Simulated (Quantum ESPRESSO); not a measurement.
**LiF (Griceite): zone-centre phonons and dielectric response under several settings**

```xyz
2
Lattice="0.0000 2.0140 2.0140 2.0140 0.0000 2.0140 2.0140 2.0140 0.0000" Properties=species:S:1:pos:R:3 pbc="T T T"
F     2.0140    2.0140    2.0140
Li    0.0000    0.0000    0.0000
```

All runs used Quantum ESPRESSO 7.5; k mesh 4 × 4 × 4, shifted; relaxed cell; no spin polarisation; cutoff 1143 eV; occupations smeared at first, fixed for the response.

```csv
level,potentials,volume (Å³/atom),lowest optical mode without the field (cm⁻¹),highest mode with the field (cm⁻¹),ε∞ (mean),ε0 (mean),Born charge of atom 1 (e)
LDA,PseudoDojo 0.4.1 SR LDA standard,?,?,?,?,?,?
PBE,PseudoDojo 0.4.1 SR PBE standard,8.37,271,623,2.04,10.8,-1.05
```

Problem. What stands in the row left open?

Solution. Volume 7.44 Å³/atom; lowest optical mode without the field 343 cm⁻¹; highest mode with the field 672 cm⁻¹; ε∞ 2.11; ε0 8.1; Born charge of atom 1 -1.04 e.

Caveats: all runs use coarse meshes.

For the row left open. Caveat: the k mesh is coarse (spacing up to 0.68 Å⁻¹), so the values aren't converged.
